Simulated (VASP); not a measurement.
InAs: equation of state with PBEsol

InAs:

```
CELL_PARAMETERS angstrom
0.00000 3.01800 3.01800
3.01800 0.00000 3.01800
3.01800 3.01800 0.00000
ATOMIC_POSITIONS crystal
In 0.00000 0.00000 0.00000
As 0.75000 0.75000 0.75000
```

* Program: VASP 6.6.1
* Task: equation of state
* Functional: PBEsol
* Potentials or basis: VASP PAW PBE potentials, release 64 (In_d, As)
* Cutoff: 520 eV
* k mesh: 8 × 8 × 8
* Occupations: fermi-dirac, width 0.05 eV
* Spin: no spin polarisation

| Quantity | Value |
| --- | --- |
| Equilibrium volume | 28.26 Å³/atom |
| Bulk modulus | 56 GPa |
| Pressure derivative of the bulk modulus | 4.7 |

Energy against volume, from the lowest point:
```tsv
volume (Å³/atom)	energy (meV/atom)
25.840	42.40
26.389	24.23
26.939	11.47
27.489	3.56
28.039	0.00
28.588	0.33
29.138	4.13
```

All runs of the series together: 3 min on 1 thread of Intel(R) Xeon(R) Platinum 8175M CPU @ 2.50GHz (Skylake/Cascade Lake) (shared host).

Caveat: the PAW data sets were made with another functional, which shifts forces and pressure a little. Zero-point motion and thermal expansion aren't in these numbers.
